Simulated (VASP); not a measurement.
Write the native input for VASP 6.6.1 that does the following.

```yaml
Task: single point
Functional: SCAN
Dispersion: rVV10
Potentials_or_basis: VASP PAW PBE potentials, release 64 (C)
Cutoff: 520 eV
k_mesh: 16 × 16 × 4
Occupations: fermi-dirac, width 0.05 eV
Spin: no spin polarisation
Further_INCAR_settings: ALGO = Normal; EDIFF = 1e-06; NBANDS = 16
```

The structure of C lies in POSCAR:

```
C
1.0
    2.4610000000      0.0000000000      0.0000000000
   -1.2305000000      2.1312885187      0.0000000000
    0.0000000000      0.0000000000      6.7080000000
C
4
Direct
    0.0000000000      0.0000000000      0.2500000000
    0.3333333333      0.6666666667      0.2500000000
    0.5000000000      0.0000000000      0.7500000000
    0.8333333333      0.6666666667      0.7500000000
```

The cell was built by a generator and needn't be a form met in nature.

One way to write it, as run:

INCAR

```
ALGO = Normal
BPARAM = 15.7
CPARAM = 0.0093
EDIFF = 1E-6
ENCUT = 520
ISIF = 2
ISMEAR = -1
IVDW_NL = 2
LASPH = True
LCHARG = True
LELF = True
LMIXTAU = True
LREAL = False
LUSE_VDW = True
LVHAR = True
LWAVE = False
METAGGA = SCAN
NBANDS = 16
NELM = 80
PREC = Accurate
SIGMA = 0.05
```

KPOINTS

```
k-points
0
Gamma
  16 16 4
```

Potentials or basis: VASP PAW PBE potentials, release 64 (C).

Launch:

```sh
$ cat potpaw_PBE.64/C/POTCAR > POTCAR
$ mpirun -np 1 vasp_std > vasp.out
```

Results of the run:

```json
{
  "Pressure": "-2.8 GPa",
  "Largest force": "0.018 eV/Å",
  "Band gap on the k mesh": "0.21 eV"
}
```

Caveat: the PAW data sets were made with another functional, which shifts forces and pressure a little.

It took 7 min on 1 thread of Intel(R) Xeon(R) Platinum 8488C (Sapphire Rapids), with other jobs on the host, peak memory 0.28 GiB.
